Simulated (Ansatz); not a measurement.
GaN:

```
Ga N
1.0
     0.00000    2.25350    2.25350
     2.25350    0.00000    2.25350
     2.25350    2.25350    0.00000
Ga N
1 1
Direct
  0.00000 0.00000 0.00000
  0.25000 0.25000 0.25000
```

The cell is a database's computed one.

- Program: Ansatz 0.2.0
- Task: relaxation of cell and atoms
- Functional: PBEsol
- Dispersion: D4
- Potentials or basis: Ansatz PAW
- Cutoff: 420 eV (not typed: the program's choice for these potentials)
- k mesh: 10 × 10 × 10
- Occupations: fermi-dirac, width 0.05 eV
- Spin: no spin polarisation

At the start: volume 11.44 Å³/atom.

Q: How do energy, volume and symmetry change on relaxing?

A: It ends after 7 steps and the volume is 11.18 Å³/atom (-2.3 %); space group F-43m (No. 216, to 0.05 Å).

The path:
```csv
step,energy change (eV),largest force (eV/Å),volume (Å³)
1,0.0000,0.0000,22.89
2,-0.0068,0.0000,22.58
3,-0.0086,0.0000,22.37
4,-0.0086,0.0000,22.38
5,-0.0072,0.0000,22.38
6,-0.0072,0.0000,22.37
7,-0.0072,0.0000,22.37
```

Final structure:
```yaml
crystal:
  lattice:
    - [0.00000, 2.23633, 2.23633]
    - [2.23633, 0.00000, 2.23633]
    - [2.23633, 2.23633, 0.00000]
  atoms:
    - { symbol: Ga, position: [0.00000, 0.00000, 0.00000] }
    - { symbol: N, position: [0.25000, 0.25000, 0.25000] }
```

Caveat: the plane-wave basis is chosen anew once the cell has moved, so the energies of steps on either side of that aren't comparable; the pressure holds a Pulay correction of +0.5 GPa for the finite cutoff; the PAW data sets come from PBE, with cores solved anew for the run's functional, which leaves a small shift of forces and pressure.
